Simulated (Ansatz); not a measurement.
## A film clamped to a substrate in SnO2

These are results of Ansatz 0.2.0, DFT LDA, scalar-relativistic, plane waves, PAW, not measurements. Cutoff 420 eV, Γ-centred 6×6×8 k-points, Gaussian smearing of 0.05 eV. No spin polarisation. Energies are free energies at this smearing, counted from the undisturbed cell; pressure is positive in compression.

The undisturbed cell (relaxed at this level):

```
Sn O
1.0
     4.72127    0.00000    0.00000
     0.00000    4.72425    0.00000
     0.00000    0.00000    3.19002
Sn O
2 4
Direct
  0.50000 0.50000 0.50000
  0.00000 0.00000 0.00000
  0.30557 0.30657 0.00000
  0.80557 0.19343 0.50000
  0.19443 0.80657 0.50000
  0.69443 0.69343 0.00000
```

The cell (6 atoms, V0 = 71.15 Å³) is strained by p along both x and y and by q along z, fractional coordinates fixed. τp = (1/V0) ∂E/∂p = (σxx + σyy)(1 + p)(1 + q) and τq = (1/V0) ∂E/∂q = σzz(1 + p)², with tension positive.

| p | q | ΔE (meV/atom) | τp (GPa) | τq (GPa) |
| --- | --- | --- | --- | --- |
| 0.000 | 0.000 | 0.00 | 0.05 | -0.03 |
| -0.015 | 0.000 | 7.42 | -13.78 | -5.06 |
| 0.015 | 0.000 | 6.89 | 12.08 | 4.52 |
| 0.000 | -0.015 | 3.91 | -4.90 | -7.20 |
| 0.000 | 0.015 | 3.57 | 4.68 | 6.33 |

Question: Get the second derivatives of the energy density.

Answer: Central differences give A = ∂τp/∂p = 862 GPa (C11 + C22 + 2 C12), C = ∂τq/∂q = 451 GPa (C33) and the cross term B = ∂τq/∂p = 319 GPa (C13 + C23); ∂τp/∂q = 319 GPa must equal B, and any difference shows higher-order terms. The ions are clamped.

Question: A film of this crystal grows with z along the normal on a substrate that imposes p. How does its thickness respond, and what does the misfit cost?

Answer: Count p and q from the stress-free cell. A free surface needs τq = 0, so q = −(B/C) p = -0.71 p. The energy density left is (A − B²/C) p²/2 = M p², with the biaxial modulus M = 318 GPa; a misfit of 1 % costs 2.35 meV/atom, against 3.19 meV/atom if the thickness were held.

At p = 0.030 the energies along q are 22.0 (q = -0.030), 20.2 (q = -0.015), 26.2 (q = 0.000), 39.1 (q = 0.015), 57.9 (q = 0.030) meV/atom.

Question: Does the linear rule hold at this misfit?

Answer: A parabola through the lowest point and its neighbours has its minimum at q = -0.019, 19.9 meV/atom. With the stress left in the starting cell, τp0 and τq0, linear elasticity gives q = −(τq0 + Bp)/C = -0.021 and E = V0(τp0 p + τq0 q + Ap²/2 + Bpq + Cq²/2)/N = 21.3 meV/atom. The two agree within a tenth in energy.

Forces appear on the atoms along this scan, and letting them relax would lower the energy and soften the response.